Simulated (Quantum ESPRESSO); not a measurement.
# WS2 (Tungstenite) (P6_3/mmc) in Quantum ESPRESSO: reference runs, part 2 of 2

Quantum ESPRESSO 7.5. The steps go on from the part before.

## Step 3: Single point, PBE (atoms moved at random, drawn with an rms of 0.05 Å)

Input file pw.in:

```
&CONTROL
  calculation = 'scf'
  prefix = 'pwscf'
  outdir = './tmp'
  pseudo_dir = './pseudo'
  tprnfor = .true.
  tstress = .true.
  disk_io = 'nowf'
/
&SYSTEM
  ibrav = 0
  nat = 6
  ntyp = 2
  ecutwfc = 55
  ecutrho = 440
  nbnd = 36
  occupations = 'smearing'
  smearing = 'fd'
  degauss = 0.00367493
/
&ELECTRONS
  conv_thr = 1.2d-09
  electron_maxstep = 120
  mixing_beta = 0.5
/
ATOMIC_SPECIES
W    183.8400 W_pbe_v1.2.uspp.F.UPF
S     32.0600 s_pbe_v1.4.uspp.F.UPF
CELL_PARAMETERS angstrom
   3.1800000000    0.0000000000    0.0000000000
  -1.5900000000    2.7539607840    0.0000000000
   0.0000000000    0.0000000000   12.5000000000
ATOMIC_POSITIONS crystal
W      0.6704130000    0.3321320000    0.7485110000
W      0.3515260000    0.6761130000    0.2481590000
S      0.6505480000    0.3288460000    0.3705640000
S      0.3323830000    0.6657620000    0.8697960000
S      0.6835930000    0.3404960000    0.1221550000
S      0.3527360000    0.6757840000    0.6264210000
K_POINTS automatic
10 10 3 0 0 0
```

Potentials or basis: SSSP 1.3 efficiency PBE.

Run with:

```
OMP_NUM_THREADS=1 pw.x -in pw.in > pw.out
```

pw.out:

```text
This program is part of the open-source Quantum ESPRESSO suite
     for quantum simulation of materials; please cite
[... 6 lines left out ...]
     --------------------
     sticks:   dense  smooth     PW     G-vecs:    dense   smooth      PW
     Sum        1099     547    163               115015    40749    6559

     Using Slab Decomposition

     bravais-lattice index     =            0
     lattice parameter (alat)  =       6.0093  a.u.
     unit-cell volume          =     738.7398 (a.u.)^3
     number of atoms/cell      =            6
     number of atomic types    =            2
     number of electrons       =        52.00
     number of Kohn-Sham states=           36
     kinetic-energy cutoff     =      55.0000  Ry
     charge density cutoff     =     440.0000  Ry
     scf convergence threshold =      1.2E-09
     mixing beta               =       0.5000
     number of iterations used =            8  plain     mixing
     Exchange-correlation=  SLA  PW   PBX  PBC
                           (   1   4   3   4   0   0   0)

     celldm(1)=   6.009329  celldm(2)=   0.000000  celldm(3)=   0.000000
     celldm(4)=   0.000000  celldm(5)=   0.000000  celldm(6)=   0.000000

     crystal axes: (cart. coord. in units of alat)
               a(1) = (   1.000000   0.000000   0.000000 )
               a(2) = (  -0.500000   0.866025   0.000000 )
               a(3) = (   0.000000   0.000000   3.930818 )

     reciprocal axes: (cart. coord. in units 2 pi/alat)
               b(1) = (  1.000000  0.577350 -0.000000 )
               b(2) = (  0.000000  1.154701  0.000000 )
               b(3) = (  0.000000 -0.000000  0.254400 )

     PseudoPot. # 1 for W  read from file:
     W_pbe_v1.2.uspp.F.UPF
     Pseudo is Ultrasoft + core correction, Zval = 14.0
     Generated by new atomic code, or converted to UPF format
     Using radial grid of  923 points,  8 beta functions with:
                l(1) =   0
                l(2) =   0
                l(3) =   0
                l(4) =   1
                l(5) =   1
                l(6) =   2
                l(7) =   2
                l(8) =   3
     Q(r) pseudized with  6 coefficients,  rinner =    1.350   1.350   1.350
                                                       1.350   1.350   1.350
                                                       1.350

     PseudoPot. # 2 for S  read from file:
     s_pbe_v1.4.uspp.F.UPF
     Pseudo is Ultrasoft + core correction, Zval =  6.0
     Generated by new atomic code, or converted to UPF format
     Using radial grid of  907 points,  6 beta functions with:
                l(1) =   0
                l(2) =   0
                l(3) =   1
                l(4) =   1
                l(5) =   2
                l(6) =   2
     Q(r) pseudized with  8 coefficients,  rinner =    1.300   1.300   1.300
                                                       1.300   1.300

     atomic species   valence    mass     pseudopotential
     W                14.00   183.84000     W ( 1.00)
     S                 6.00    32.06000     S ( 1.00)

     No symmetry found

   Cartesian axes

     site n.     atom                  positions (alat units)
         1        W      tau(   1) = (   0.5043470   0.2876347   2.9422602  )
         2        W      tau(   2) = (   0.0134695   0.5855310   0.9754678  )
         3        S      tau(   3) = (   0.4861250   0.2847890   1.4566195  )
         4        S      tau(   4) = (  -0.0004980   0.5765668   3.4190094  )
         5        S      tau(   5) = (   0.5133450   0.2948782   0.4801690  )
         6        S      tau(   6) = (   0.0148440   0.5852461   2.4623467  )

     number of k points=   152  Fermi-Dirac smearing, width (Ry)=  0.0037

     Number of k-points >= 100: set verbosity='high' to print them.

     Dense  grid:   115015 G-vectors     FFT dimensions: (  45,  45, 160)

     Smooth grid:    40749 G-vectors     FFT dimensions: (  30,  30, 120)

     Initial potential from superposition of free atoms

     starting charge      51.7992, renormalised to      52.0000

     negative rho (up, down):  1.264E-01 0.000E+00
     Starting wfcs are   42 randomized atomic wfcs

     Self-consistent Calculation

     iteration #  1     ecut=    55.00 Ry     beta= 0.50
     Davidson diagonalization with overlap
     ethr =  1.00E-02,  avg # of iterations =  3.7

     Threshold (ethr) on eigenvalues was too large:
     Diagonalizing with lowered threshold

     Davidson diagonalization with overlap
     ethr =  3.31E-04,  avg # of iterations =  2.3

     negative rho (up, down):  1.305E-01 0.000E+00

     total energy              =    -414.99027899 Ry
     estimated scf accuracy    <       0.19394015 Ry

     iteration #  2     ecut=    55.00 Ry     beta= 0.50
     Davidson diagonalization with overlap
     ethr =  3.73E-04,  avg # of iterations =  2.1
[... 87 lines left out ...]
     iteration # 12     ecut=    55.00 Ry     beta= 0.50
     Davidson diagonalization with overlap
     ethr =  2.08E-11,  avg # of iterations =  4.7

     negative rho (up, down):  1.363E-01 0.000E+00

     End of self-consistent calculation

     Number of k-points >= 100: set verbosity='high' to print the bands.

     the Fermi energy is    11.8516 ev

!    total energy              =    -415.02654558 Ry
     estimated scf accuracy    <          9.2E-10 Ry
     smearing contrib. (-TS)   =      -0.00000004 Ry
     internal energy E=F+TS    =    -415.02654553 Ry

     The total energy is F=E-TS. E is the sum of the following terms:
     one-electron contribution =    -175.88381421 Ry
     hartree contribution      =     108.78532503 Ry
     xc contribution           =    -116.52438311 Ry
     ewald contribution        =    -231.40367325 Ry

     convergence has been achieved in  12 iterations

     negative rho (up, down):  1.363E-01 0.000E+00

     Forces acting on atoms (cartesian axes, Ry/au):

     atom    1 type  1   force =     0.00741453    0.01301269   -0.00612660
     atom    2 type  1   force =    -0.03751448   -0.01817258   -0.03321336
     atom    3 type  2   force =     0.03592923    0.01489552    0.03401154
     atom    4 type  2   force =     0.00659316   -0.00052214    0.04428107
     atom    5 type  2   force =     0.00156428    0.00319837   -0.00030825
     atom    6 type  2   force =    -0.01398673   -0.01241185   -0.03864440

     Total force =     0.098145     Total SCF correction =     0.000109

     Computing stress (Cartesian axis) and pressure

     negative rho (up, down):  1.363E-01 0.000E+00
          total   stress  (Ry/bohr**3)                   (kbar)     P=       54.43
   0.00022609  -0.00004681   0.00020862           33.26       -6.89       30.69
  -0.00004681   0.00029057   0.00008927           -6.89       42.74       13.13
   0.00020862   0.00008927   0.00059342           30.69       13.13       87.29

=------------------------------------------------------------------------------=
   JOB DONE.
=------------------------------------------------------------------------------=
```

Wall time 14 min (1 thread of Arm Neoverse V1, shared host); peak memory 1.2 GiB.

What came out:

```yaml
Free_energy: -5646.7238 eV
Pressure: 5.4 GPa
Largest_force: 1.370 eV/Å
Band_gap_on_the_k_mesh: 1.11 eV, indirect (least direct gap 1.90 eV)
```

Forces on the atoms (eV/Å):
```
W    0.191  0.335 -0.158
W   -0.965 -0.467 -0.854
S    0.924  0.383  0.874
S    0.170 -0.013  1.139
S    0.040  0.082 -0.008
S   -0.360 -0.319 -0.994
```

Caveat: spin-orbit coupling is left out, which moves the levels of the heavy elements; an odd mesh through Γ misses points on the zone boundary, where band edges often lie.
